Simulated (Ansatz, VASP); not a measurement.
# One calculation of TaN, two programs

```
Ta N
1.0
     0.00000    2.35332    2.00468
     2.35332    0.00000    2.00468
     2.35332    2.35332    0.00000
Ta N
1 1
Direct
  0.50000 0.50000 0.50000
  0.00000 0.00000 0.00000
```

Change from the starting cell: strain +0.080 along x and y, -0.080 along z, atoms carried along.

Alike in both runs: task single point; functional PBEsol; k mesh 18 × 18 × 18; occupations gaussian, width 0.15 eV; no spin polarisation.

|  | VASP | Ansatz |
| --- | --- | --- |
| version | VASP 6.6.1 | Ansatz 0.2.0 |
| potentials or method | VASP PAW PBE potentials, release 64 (Ta_pv, N) | scalar-relativistic, plane waves, PAW |
| plane-wave cutoff (eV) | 520 | 420 |
| valence electrons in the cell | 16 | 18 |

VASP gave:

* gap on the k mesh at the Fermi level (eV): none
* pressure (GPa): 4.3
* largest component of the traceless stress (GPa): 61.82

**Question.** Estimate Ansatz's values.

**Answer.** gap on the k mesh at the Fermi level (eV): none; pressure (GPa): 3.3; largest component of the traceless stress (GPa): 60.98.

A gap of «none» marks a metal or a gap that the smearing closes. The two sets of potentials don't hold the same shells in valence.

Caveats: the PAW data sets were made with another functional, which shifts forces and pressure a little (VASP). Spin-orbit coupling is left out, which matters for the levels of Ta.
